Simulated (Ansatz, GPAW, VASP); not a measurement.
## Au: programs and potentials compared

```xyz
1
Lattice="0.0000 2.0350 2.0350 2.0350 0.0000 2.0350 2.0350 2.0350 0.0000" Properties=species:S:1:pos:R:3 pbc="T T T"
Au    0.0000    0.0000    0.0000
```

Alike in all runs: task band structure; functional RPBE; k mesh 11 × 11 × 11; occupations fermi-dirac, width 0.05 eV; no spin polarisation; no spin-orbit coupling. Pressure is positive in compression and, in plane waves, holds the error of the finite cutoff.

| program and potentials | plane-wave cutoff (eV) | notes | band gap (eV) | pressure (GPa) |
| --- | --- | --- | --- | --- |
| GPAW, the program's PAW data sets (release 1.2.1) made for this functional | 600 | - | no gap | 17.15 |
| Ansatz, all-electron LAPW, scalar-relativistic | - | - | no gap | 14.86 |
| VASP, PBE PAW files Au, 520 eV | 520 | potentials made for PBE | no gap | 14.62 |

None finds a gap. The pressure spans 14.62 (VASP, PBE PAW files Au, 520 eV) to 17.15 GPa (GPAW, the program's PAW data sets (release 1.2.1) made for this functional), with all-electron results at 14.86. The cell lies far from this level's equilibrium.

The functional is the same throughout but for its coding, so the spread measures potentials, basis and numerics; runs on potential files found faulty are left out.

The positive pressure in every run means that RPBE favours a larger cell than this one, which is close to the experimental lattice of gold. This is the expected underbinding: the functional's strong gradient enhancement favours inhomogeneous densities and so weakens cohesion, and in a late 5d metal, stiff against compression, even a modest excess in the preferred lattice constant gives a large pressure. The missing gap follows from electron count, since one atom per primitive cell with an odd number of electrons leaves the broad, s-derived band partly filled above a nearly full d shell.

VASP lies close to the all-electron pressure despite its PBE potentials, whereas GPAW, with data sets made for RPBE, lies clearly higher. Matching the potential to the functional is therefore not what decides the agreement here; the construction of the data sets probably matters more, though some cancellation of errors in VASP is possible. Agreement at a single volume does not establish that the programs would give the same equilibrium lattice constant or bulk modulus.
